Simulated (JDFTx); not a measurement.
Write the native input for JDFTx 1.7.0 (patched build) that does the following.

- Task: single point
- Functional: PBE
- Potentials or basis: PseudoDojo-SR-PBE-0.5-standard
- Cutoff: 1225 eV
- Density cutoff: 9796 eV
- k mesh: 11 × 11 × 11
- Occupations: fermi-dirac, width 0.05 eV
- Spin: collinear spin, ferromagnetic start
- Starting moments: [3.0, 0.0] μB
- Density cutoff over wavefunction cutoff: 8
- Max SCF steps: 100
- SCF threshold on the energy: 1e-09 Ha
- Solver of the electrons: scf
- Further solve for the empty bands: yes

Crystal: FeO (Wuestite).

```xyz
2
Lattice="0.0000 2.1554 2.1554 2.1554 0.0000 2.1554 2.1554 2.1554 0.0000" Properties=species:S:1:pos:R:3 pbc="T T T"
Fe    0.0000    0.0000    0.0000
O     2.1554    2.1554    2.1554
```

The input as run:

FeO.in

```
lattice \
    0.0000000000     4.0731156890     4.0731156890 \
    4.0731156890     0.0000000000     4.0731156890 \
    4.0731156890     4.0731156890     0.0000000000
coords-type Lattice
ion Fe     0.0000000000     0.0000000000     0.0000000000 1
ion O      0.5000000000     0.5000000000     0.5000000000 1

ion-species pseudo/Fe.upf
ion-species pseudo/O.upf
elec-cutoff 45 360
elec-ex-corr gga-PBE
kpoint-folding 11 11 11
elec-smearing Fermi 0.0018374661
elec-n-bands 19
spintype z-spin
initial-magnetic-moments Fe 3
elec-initial-magnetization 3 no
electronic-SCF nIterations 100 energyDiffThreshold 1e-09
electronic-minimize nIterations 30 energyDiffThreshold 1e-7
converge-empty-states yes
forces-output-coords Cartesian

dump-name run.$VAR
dump End Ecomponents EigStats BandEigs Kpoints Forces Stress
```

Potentials or basis: PseudoDojo-SR-PBE-0.5-standard.

Run with:

```bash
$ jdftx -c 1 -i FeO.in -o FeO.out
```

Results of the run:

| Item | Value |
| --- | --- |
| Pressure | -0.9 GPa |
| Band gap on the k mesh | none (metal or under the smearing width) |
| Net moment | 4.00 μB per cell |
| Absolute moment | 4.02 μB per cell |
| Site moments | Fe +3.64; O +0.37 μB |
| Loewdin charges | Fe +1.16; O -1.03 e |

Caveat: the atomic charges don't sum to the cell's charge; a cell with one magnetic atom can't hold antiferromagnetic order, which such compounds often take; semilocal functionals often make such compounds metallic where correlation or magnetic order opens a gap, which also shifts bond lengths.

It took 4 min on 1 thread of Arm Neoverse V1, on a shared host, peak memory 0.21 GiB.
